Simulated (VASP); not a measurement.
## SiNi under changes of volume

One of the cells (11.647 Å³/atom); the others are scaled copies at fixed shape and fractional positions:

```
Ni Si
1.0
     4.53352    0.00000    0.00000
     0.00000    4.53352    0.00000
     0.00000    0.00000    4.53352
Ni Si
4 4
Direct
  0.14950 0.14950 0.14950
  0.64950 0.35050 0.85050
  0.85050 0.64950 0.35050
  0.35050 0.85050 0.64950
  0.84683 0.84683 0.84683
  0.34683 0.65317 0.15317
  0.15317 0.34683 0.65317
  0.65317 0.15317 0.34683
```

The cell is a database's computed one.

```yaml
Program: VASP 6.6.1
Functional: PBE
Potentials_or_basis: VASP PAW PBE potentials, release 64 (Ni, Si)
Cutoff: 520 eV
k_mesh: 6 × 6 × 6
Occupations: fermi-dirac, width 0.05 eV
Spin: collinear spin, ferromagnetic start
Starting_moments: "[1.0, 1.0, 1.0, 1.0, 0.0, 0.0, 0.0, 0.0] μB"
```

```csv
volume (Å³/atom),energy over the lowest point (meV/atom),pressure (GPa),largest force (eV/Å)
10.734,34.69,15.2,0.013
10.962,16.58,10.2,0.003
11.190,?,?,?
11.647,0.00,-1.8,0.041
11.875,4.87,-4.9,0.051
12.104,14.00,-7.8,0.060
```

What does the run at 11.190 Å³/atom give?

Energy over the lowest point 5.23 meV/atom; pressure 5.8 GPa; largest force 0.017 eV/Å.

Worked out: A Birch-Murnaghan fit of order 3 (a polynomial in V^(-2/3)) to the other rows has its minimum at 11.53 Å³/atom with B0 = V·E''(V) = 180 GPa and B' = 4.9 at fixed shape and positions, which overstates the stiffness. It gives 5.24 meV/atom at 11.190 Å³/atom, against the run's 5.23, and -dE/dV = 5.8 GPa, against 5.8.

Energies are extrapolated to zero smearing.
